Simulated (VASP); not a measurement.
# KI (Fm-3m) in VASP: further runs

The runs below take KI through single point, with PBEsol, PBE-based screened hybrid with 10 % exact exchange, PBE-based screened hybrid with 15 % exact exchange.

All numbers are computed with VASP 6.6.1; they aren't measurements. Logs are shortened: lines on timing, memory, paths and dates and some standing lists are left out, and cuts for length are marked.

**What was measured.**

From a printed reference work, monograph, for a bulk crystal of KI: band gap 6.32 eV.

The runs below are set against these values where they give the same quantity.

## (1) The cell of the first run

The structure is cubic, space group Fm-3m (No. 225). The conventional cell has a = 7.066 Å, b = 7.066 Å, c = 7.066 Å, α = 90.00°, β = 90.00°, γ = 90.00°. Within 4.6 Å of I (site symmetry m-3m) lie 6 K at 3.53 Å. K (site symmetry m-3m) has 6 I at 3.53 Å within 4.6 Å.

## (2) Single point, PBEsol, non-collinear spin, zero start, spin-orbit coupling

INCAR

```
PREC = Accurate
ENCUT = 520
EDIFF = 1E-7
ISMEAR = -1
SIGMA = 0.05
LREAL = F
LASPH = T
NELM = 150
ALGO = Normal
ISIF = 2
LWAVE = F
LCHARG = F
MAGMOM = 0 0 0 0 0 0
LORBIT = 11
LSORBIT = T
GGA_COMPAT = F
LORBMOM = T
GGA = PS
NBANDS = 28
```

KPOINTS

```
Automatic mesh
0
Gamma
  7 7 7
```

POSCAR

```
KI
1.0
    0.0000000000      3.5327750000      3.5327750000
    3.5327750000      0.0000000000      3.5327750000
    3.5327750000      3.5327750000      0.0000000000
I K
1 1
Direct
    0.5000000000      0.5000000000      0.5000000000
    0.0000000000      0.0000000000      0.0000000000
```

Potentials or basis: VASP PAW PBE potentials, release 64 (I, K_sv).

Launch:

```console
cat potpaw_PBE.64/I/POTCAR potpaw_PBE.64/K_sv/POTCAR > POTCAR
mpirun -np 1 vasp_ncl > vasp.out
```

OUTCAR:

```text
PREC = Accurate
   ENCUT = 520
   EDIFF = 1E-7
   ISMEAR = -1
   LREAL = F
   LASPH = T
   NELM = 150
   ISIF = 2
   LORBIT = 11
   LSORBIT = T
   GGA = PS

 ion  position               nearest neighbor table
   1  0.500  0.500  0.500-   2 3.53   2 3.53   2 3.53   2 3.53   2 3.53   2 3.53
   2  0.000  0.000  0.000-   1 3.53   1 3.53   1 3.53   1 3.53   1 3.53   1 3.53

  LATTYP: Found a face centered cubic cell.
 ALAT       =     7.0655500000

  Lattice vectors:

 A1 = (   0.0000000000,   3.5327750000,   3.5327750000)
 A2 = (   3.5327750000,   0.0000000000,   3.5327750000)
 A3 = (   3.5327750000,   3.5327750000,   0.0000000000)

Analysis of symmetry for initial positions (statically):
=====================================================================
 Subroutine PRICEL returns:
 Original cell was already a primitive cell.

 Routine SETGRP: Setting up the symmetry group for a
 face centered cubic supercell.

 Subroutine GETGRP returns: Found 48 space group operations
 (whereof 48 operations were pure point group operations)
 out of a pool of 48 trial point group operations.

The static configuration has the point symmetry O_h .

Analysis of symmetry for dynamics (positions and initial velocities):
=====================================================================
 Subroutine PRICEL returns:
 Original cell was already a primitive cell.

 Routine SETGRP: Setting up the symmetry group for a
 face centered cubic supercell.

 Subroutine GETGRP returns: Found 48 space group operations
 (whereof 48 operations were pure point group operations)
 out of a pool of 48 trial point group operations.

The dynamic configuration has the point symmetry O_h .

Analysis of structural, dynamic, and magnetic symmetry:
=====================================================================
 Subroutine PRICEL returns:
 Original cell was already a primitive cell.

 Routine SETGRP: Setting up the symmetry group for a
 face centered cubic supercell.

 Subroutine GETGRP returns: Found 48 space group operations
 (whereof 48 operations were pure point group operations)
 out of a pool of 48 trial point group operations.

The overall configuration has the point symmetry O_h .

 Subroutine INISYM returns: Found 48 space group operations
 (whereof 48 operations are pure point group operations),
[... 792 lines left out ...]
      3.53277      3.53277      3.53277        -0.000000     -0.000000      0.000000
      0.00000      0.00000      0.00000         0.000000      0.000000      0.000000
 -----------------------------------------------------------------------------------
    total drift:                                0.000000     -0.000000     -0.000000

  FREE ENERGIE OF THE ION-ELECTRON SYSTEM (eV)
  ---------------------------------------------------
  free  energy   TOTEN  =        -5.9423858467 eV

  energy  without entropy=       -5.9423858466  energy(sigma->0) =       -5.94238585

 orbital moment (x)

 # of ion     p       d       tot
 ----------------------------------------
  1         0.000  -0.000  -0.000
  2         0.000   0.000   0.000
 ----------------------------------------
            0.000   0.000   0.000

 orbital moment (y)

 # of ion     p       d       tot
 ----------------------------------------
  1         0.000   0.000   0.000
  2         0.000   0.000   0.000
 ----------------------------------------
            0.000   0.000   0.000

 orbital moment (z)

 # of ion     p       d       tot
 ----------------------------------------
  1         0.000  -0.000  -0.000
  2         0.000   0.000   0.000
 ----------------------------------------
            0.000  -0.000  -0.000

 Spin-Orbit-Coupling matrix elements

 Ion:    1  E_soc:     -0.2497146
 l=   1
     0.0000000    -0.0416156    -0.0416156
    -0.0416156     0.0000000    -0.0416156
    -0.0416156    -0.0416156     0.0000000
 l=   2
     0.0000000    -0.0000010     0.0000000    -0.0000010    -0.0000025
    -0.0000010     0.0000000    -0.0000019    -0.0000010    -0.0000006
     0.0000000    -0.0000019     0.0000000    -0.0000019     0.0000000
    -0.0000010    -0.0000010    -0.0000019     0.0000000    -0.0000006
    -0.0000025    -0.0000006     0.0000000    -0.0000006     0.0000000
 l=   3
     0.0000000     0.0000000     0.0000000     0.0000000     0.0000000     0.0000000     0.0000000
     0.0000000     0.0000000     0.0000000     0.0000000     0.0000000     0.0000000     0.0000000
     0.0000000     0.0000000     0.0000000     0.0000000     0.0000000     0.0000000     0.0000000
     0.0000000     0.0000000     0.0000000     0.0000000     0.0000000     0.0000000     0.0000000
     0.0000000     0.0000000     0.0000000     0.0000000     0.0000000     0.0000000     0.0000000
     0.0000000     0.0000000     0.0000000     0.0000000     0.0000000     0.0000000     0.0000000
     0.0000000     0.0000000     0.0000000     0.0000000     0.0000000     0.0000000     0.0000000

 Ion:    2  E_soc:     -0.0082705
 l=   1
     0.0000000    -0.0013763    -0.0013763
    -0.0013763     0.0000000    -0.0013763
    -0.0013763    -0.0013763     0.0000000
 l=   2
     0.0000000     0.0000002     0.0000000     0.0000002    -0.0000024
     0.0000002     0.0000000    -0.0000018     0.0000002    -0.0000006
     0.0000000    -0.0000018     0.0000000    -0.0000018     0.0000000
     0.0000002     0.0000002    -0.0000018     0.0000000    -0.0000006
    -0.0000024    -0.0000006     0.0000000    -0.0000006     0.0000000
 l=   3
     0.0000000     0.0000000     0.0000000     0.0000000     0.0000000     0.0000000     0.0000000
     0.0000000     0.0000000     0.0000000     0.0000000     0.0000000     0.0000000     0.0000000
     0.0000000     0.0000000     0.0000000     0.0000000     0.0000000     0.0000000     0.0000000
     0.0000000     0.0000000     0.0000000     0.0000000     0.0000000     0.0000000     0.0000000
     0.0000000     0.0000000     0.0000000     0.0000000     0.0000000     0.0000000     0.0000000
     0.0000000     0.0000000     0.0000000     0.0000000     0.0000000     0.0000000     0.0000000
     0.0000000     0.0000000     0.0000000     0.0000000     0.0000000     0.0000000     0.0000000

 total charge

# of ion       s       p       d       tot
------------------------------------------
    1        1.491   2.839   0.001   4.332
    2        1.956   5.566   0.023   7.545
--------------------------------------------------
tot          3.448   8.405   0.024  11.877

 magnetization (x)

# of ion       s       p       d       tot
------------------------------------------
    1        0.000   0.000  -0.000  -0.000
    2       -0.000   0.000   0.000  -0.000
--------------------------------------------------
tot         -0.000   0.000   0.000  -0.000

 magnetization (y)

# of ion       s       p       d       tot
------------------------------------------
    1        0.000   0.000   0.000   0.000
    2       -0.000  -0.000  -0.000  -0.000
--------------------------------------------------
tot         -0.000   0.000  -0.000  -0.000

 magnetization (z)

# of ion       s       p       d       tot
------------------------------------------
    1        0.000  -0.000  -0.000  -0.000
    2        0.000  -0.000   0.000  -0.000
--------------------------------------------------
tot          0.000  -0.000  -0.000  -0.000
```

OSZICAR:

```text
N       E                     dE             d eps       ncg     rms          rms(c)
DAV:   1     0.101412105858E+03    0.10141E+03   -0.64171E+03  1120   0.962E+02
DAV:   2     0.245782978704E+01   -0.98954E+02   -0.93713E+02  1348   0.243E+02
DAV:   3    -0.579193284312E+01   -0.82498E+01   -0.82135E+01  1800   0.584E+01
DAV:   4    -0.602230439392E+01   -0.23037E+00   -0.22980E+00  1608   0.964E+00
DAV:   5    -0.603009587469E+01   -0.77915E-02   -0.77907E-02  1564   0.129E+00    0.418E+00
DAV:   6    -0.594494462655E+01    0.85151E-01   -0.95253E-02  1348   0.225E+00    0.282E+00
DAV:   7    -0.593482960222E+01    0.10115E-01   -0.75374E-02  1392   0.148E+00    0.190E+00
DAV:   8    -0.594089533000E+01   -0.60657E-02   -0.21020E-02  1676   0.766E-01    0.549E-01
DAV:   9    -0.594203268506E+01   -0.11374E-02   -0.45386E-03  1208   0.445E-01    0.997E-02
DAV:  10    -0.594218615312E+01   -0.15347E-03   -0.29057E-04  1628   0.114E-01    0.564E-02
DAV:  11    -0.594233633330E+01   -0.15018E-03   -0.94445E-05  1220   0.532E-02    0.405E-02
DAV:  12    -0.594238410082E+01   -0.47768E-04   -0.41146E-05  1364   0.396E-02    0.142E-02
DAV:  13    -0.594238557356E+01   -0.14727E-05   -0.24852E-06  1556   0.844E-03    0.575E-03
DAV:  14    -0.594238562356E+01   -0.49996E-07   -0.13620E-06  1136   0.620E-03    0.233E-03
DAV:  15    -0.594238572389E+01   -0.10033E-06   -0.47579E-08  1144   0.127E-03    0.168E-03
DAV:  16    -0.594238582532E+01   -0.10143E-06   -0.76153E-09   692   0.616E-04    0.253E-04
DAV:  17    -0.594238584666E+01   -0.21341E-07   -0.43432E-09   632   0.420E-04
   1 F= -.59423858E+01 E0= -.59423858E+01  d E =-.810114E-11  mag=     0.0000    -0.0000    -0.0000
```

stdout:

```text
POSCAR found type information on POSCAR I K
 POSCAR found :  2 types and       2 ions
 scaLAPACK will be used
 -----------------------------------------------------------------------------
|                                                                             |
|                                                                             |
|     You enforced a specific xc type in the INCAR file but a different       |
|     I HOPE YOU KNOW WHAT YOU ARE DOING!                                     |
|                                                                             |
 -----------------------------------------------------------------------------

 LDA part: xc-table for (Slater+PW92), standard interpolation
 POSCAR, INCAR and KPOINTS ok, starting setup
 FFT: planning ... GRIDC
 FFT: planning ... GRID_SOFT
 FFT: planning ... GRID
 WAVECAR not read
 entering main loop
```

Wall time 2 min (1 thread of Intel Xeon Platinum 8488C (Sapphire Rapids), shared host); peak memory 0.51 GiB.

Results:

* Free energy: -5.9424 eV
* Pressure: -0.2 GPa
* Net moment: 0.00 μB per cell
* Valence electrons inside the program's atomic spheres: I 4.33; K 7.54

Moments on the atoms (μB; x, y, z):
```
I   0.00 0.00 0.00
K   0.00 0.00 0.00
```

Caveat: the PAW data sets were made with another functional, which shifts forces and pressure a little.

## (3) Single point, PBE-based screened hybrid with 10 % exact exchange

POSCAR is that of step 2.

INCAR.step1

```
PREC = Accurate
ENCUT = 520
EDIFF = 1E-5
ISMEAR = -1
SIGMA = 0.05
LREAL = F
LASPH = T
NELM = 100
ALGO = Normal
ISIF = 2
LWAVE = T
NBANDS = 15
GGA = PE
```

INCAR.step2

```
PREC = Accurate
ENCUT = 520
EDIFF = 1E-6
ISMEAR = -1
SIGMA = 0.05
LREAL = F
LASPH = T
NELM = 100
ALGO = Normal
ISIF = 2
LWAVE = F
LCHARG = T
GGA = PE
LHFCALC = T
AEXX = 0.1
HFSCREEN = 0.2078699
PRECFOCK = Normal
LELF = T
LVHAR = T
NBANDS = 15
ISTART = 1
```

KPOINTS

```
regular mesh
0
Gamma
  4 4 4
```

Potentials or basis: VASP PAW PBE potentials, release 64 (I, K_sv).

Launch:

```console
cat potpaw_PBE.64/I/POTCAR potpaw_PBE.64/K_sv/POTCAR > POTCAR
cp INCAR.step1 INCAR
mpirun -np 1 vasp_std > vasp.out
cp INCAR.step2 INCAR
mpirun -np 1 vasp_std > vasp.out
```

OUTCAR:

```text
PREC = Accurate
   ENCUT = 520
   EDIFF = 1E-6
   ISMEAR = -1
   LREAL = F
   LASPH = T
   NELM = 100
   ISIF = 2
   GGA = PE
   LHFCALC = T
   AEXX = 0.1
   HFSCREEN = 0.2078699
   PRECFOCK = Normal
   ISTART = 1

 ion  position               nearest neighbor table
   1  0.500  0.500  0.500-   2 3.53   2 3.53   2 3.53   2 3.53   2 3.53   2 3.53
   2  0.000  0.000  0.000-   1 3.53   1 3.53   1 3.53   1 3.53   1 3.53   1 3.53

  LATTYP: Found a face centered cubic cell.
 ALAT       =     7.0655500000

  Lattice vectors:

 A1 = (   0.0000000000,   3.5327750000,   3.5327750000)
 A2 = (   3.5327750000,   0.0000000000,   3.5327750000)
 A3 = (   3.5327750000,   3.5327750000,   0.0000000000)

Analysis of symmetry for initial positions (statically):
=====================================================================
 Subroutine PRICEL returns:
 Original cell was already a primitive cell.

 Routine SETGRP: Setting up the symmetry group for a
 face centered cubic supercell.
[... 166 lines left out ...]
  band No.  band energies     occupation
      1     -30.1395      2.00000
      2     -13.0854      2.00000
      3     -13.0854      2.00000
      4     -13.0854      2.00000
      5     -11.5645      2.00000
      6      -0.7037      2.00000
      7      -0.7037      2.00000
      8      -0.7037      2.00000
      9       3.6502      0.00000
     10       6.2508      0.00000
     11       6.2508      0.00000
     12       6.2508      0.00000
     13       7.0155      0.00000
     14       7.0155      0.00000
[... 113 lines left out ...]
      2     -13.1375      2.00000
      3     -13.1177      2.00000
      4     -13.1177      2.00000
      5     -11.3501      2.00000
      6      -1.4512      2.00000
      7      -1.4512      2.00000
      8      -1.3145      2.00000
      9       6.1904      0.00000
     10       6.1904      0.00000
     11       6.3785      0.00000
     12       7.9929      0.00000
     13       8.6406      0.00000
     14       9.5754      0.00000
     15       9.9532      0.00000

------------------------ aborting loop because EDIFF is reached ----------------------------------------

  FORCE on cell =-STRESS in cart. coord.  units (eV):
  Direction    XX          YY          ZZ          XY          YZ          ZX
  --------------------------------------------------------------------------------------
  -------------------------------------------------------------------------------------
  Total        0.2970204      0.2970204      0.2970204      0.0000000      0.0000000     -0.0000000
  in kB        5.3965844      5.3965844      5.3965844      0.0000000      0.0000000     -0.0000000
  external PRESSURE =       5.3965844 kB  Pullay stress =       0.0000000 kB

 VOLUME and BASIS-vectors are now :
 -----------------------------------------------------------------------------
  energy-cutoff  :      520.00
  volume of cell :       88.18
      direct lattice vectors                 reciprocal lattice vectors
     0.000000000  3.532775000  3.532775000    -0.141531799  0.141531799  0.141531799
     3.532775000  0.000000000  3.532775000     0.141531799 -0.141531799  0.141531799
     3.532775000  3.532775000  0.000000000     0.141531799  0.141531799 -0.141531799

 POSITION                                       TOTAL-FORCE (eV/Angst)
 -----------------------------------------------------------------------------------
      3.53277      3.53277      3.53277        -0.000000      0.000000     -0.000000
      0.00000      0.00000      0.00000         0.000000     -0.000000      0.000000
 -----------------------------------------------------------------------------------
    total drift:                                0.000000      0.000000      0.000000

  FREE ENERGIE OF THE ION-ELECTRON SYSTEM (eV)
  ---------------------------------------------------
  free  energy   TOTEN  =        -5.8834231748 eV

  energy  without entropy=       -5.8834231747  energy(sigma->0) =       -5.88342317
```

Run time: 4.2 min. Hardware: 1 thread of Intel Xeon Platinum 8488C (Sapphire Rapids), shared host; peak memory 0.34 GiB.

Results:

- Free energy: -5.8834 eV
- Pressure: 0.5 GPa
- Band gap on the k mesh: 4.35 eV

Levels at points of the mesh, in eV from the valence-band top:
| k point | band 6 | band 7 | band 8 | band 9 | band 10 | band 11 |
| --- | --- | --- | --- | --- | --- | --- |
| (0.00, 0.00, 0.00) | 0.00 | 0.00 | 0.00 | 4.35 | 6.95 | 6.95 |
| (0.50, 0.00, 0.00) | -1.35 | -0.34 | -0.34 | 5.91 | 8.19 | 8.58 |
| (0.50, 0.50, 0.00) | -1.03 | -0.38 | -0.38 | 5.33 | 6.19 | 8.65 |

Caveat: the PAW data sets were made with another functional, which shifts forces and pressure a little; spin-orbit coupling is left out, which moves the levels of the heavy elements.

## (4) Single point, PBE-based screened hybrid with 15 % exact exchange

POSCAR is that of step 3.

INCAR.step1

```
  PREC = Accurate
  ENCUT = 520
  EDIFF = 1E-5
  ISMEAR = -1
  SIGMA = 0.05
  LREAL = F
  LASPH = T
  NELM = 100
  ALGO = Normal
  ISIF = 2
  LWAVE = T
  GGA = PE
  NBANDS = 15
```

INCAR.step2

```
  PREC = Accurate
  ENCUT = 520
  EDIFF = 1E-6
  ISMEAR = -1
  SIGMA = 0.05
  LREAL = F
  LASPH = T
  NELM = 100
  ALGO = Normal
  ISIF = 2
  LWAVE = F
  LCHARG = T
  GGA = PE
  LHFCALC = T
  AEXX = 0.15
  HFSCREEN = 0.2078699
  PRECFOCK = Normal
  LELF = T
  LVHAR = T
  ISTART = 1
  NBANDS = 15
```

KPOINTS

```
Automatic mesh
0
Gamma
  4 4 4
```

Launch:

```console
cat potpaw_PBE.64/I/POTCAR potpaw_PBE.64/K_sv/POTCAR > POTCAR
cp INCAR.step1 INCAR
mpirun -np 1 vasp_std > vasp.out
cp INCAR.step2 INCAR
mpirun -np 1 vasp_std > vasp.out
```

It took 4.7 min on 1 thread of Intel Xeon Platinum 8488C (Sapphire Rapids), shared host; peak memory 0.34 GiB.

The run converged. Its results:

```yaml
Free_energy: -6.0524 eV
Pressure: 0.5 GPa
Band_gap_on_the_k_mesh: 4.55 eV
```

Levels at points of the mesh, in eV from the valence-band top:
| k point | band 6 | band 7 | band 8 | band 9 | band 10 | band 11 |
| --- | --- | --- | --- | --- | --- | --- |
| (0.00, 0.00, 0.00) | 0.00 | 0.00 | 0.00 | 4.55 | 7.18 | 7.18 |
| (0.50, 0.00, 0.00) | -1.36 | -0.34 | -0.34 | 6.10 | 8.43 | 8.80 |
| (0.50, 0.50, 0.00) | -1.04 | -0.38 | -0.38 | 5.54 | 6.40 | 8.92 |

Caveat: the PAW data sets were made with another functional, which shifts forces and pressure a little; spin-orbit coupling is left out, which moves the levels of the heavy elements.

## (5) Overview

```csv
level,spin,k mesh,grid for exact exchange (PRECFOCK),share of exact exchange,screening parameter,gap on the mesh (eV),pressure (GPa)
PBEsol,"non-collinear, zero start, SOC",7 × 7 × 7,-,-,-,-,-0.2
PBE-based screened hybrid with 10 % exact exchange,off,4 × 4 × 4,Normal,0.1,0.20787 1/Å,4.35,0.5
PBE-based screened hybrid with 15 % exact exchange,off,4 × 4 × 4,Normal,0.15,0.20787 1/Å,4.55,0.5
```

Alike in all rows: task single point; potentials or basis VASP PAW PBE potentials, release 64 (I, K_sv); cell as given; cutoff (eV) 520; smearing fermi-dirac 0.05 eV.

The pressure there spans -0.2 GPa (PBEsol) to 0.5 GPa (PBE-based screened hybrid with 10 % exact exchange); a positive pressure means that this level wants a larger cell, a negative one a smaller.

Caveats: the PAW data sets were made with another functional, which shifts forces and pressure a little; spin-orbit coupling is left out, which moves the levels of the heavy elements (at least some runs).

Absolute energies hang on the potentials; compare differences alone.

## (6) Comparison with measurements

Step 3. Measured gap of KI: 6.32 eV (a printed reference work, monograph). This calculation gives 4.35 eV (-1.97 eV). Spin-orbit coupling on I is left out. The value is that of PBE-based screened hybrid with 10 % exact exchange, without temperature or zero-point motion.

Step 4. Against the measured gap of KI, 6.32 eV (a printed reference work, monograph), the calculated 4.55 eV is off by -1.77 eV. Spin-orbit coupling on I is left out. The value is that of PBE-based screened hybrid with 15 % exact exchange, without temperature or zero-point motion.
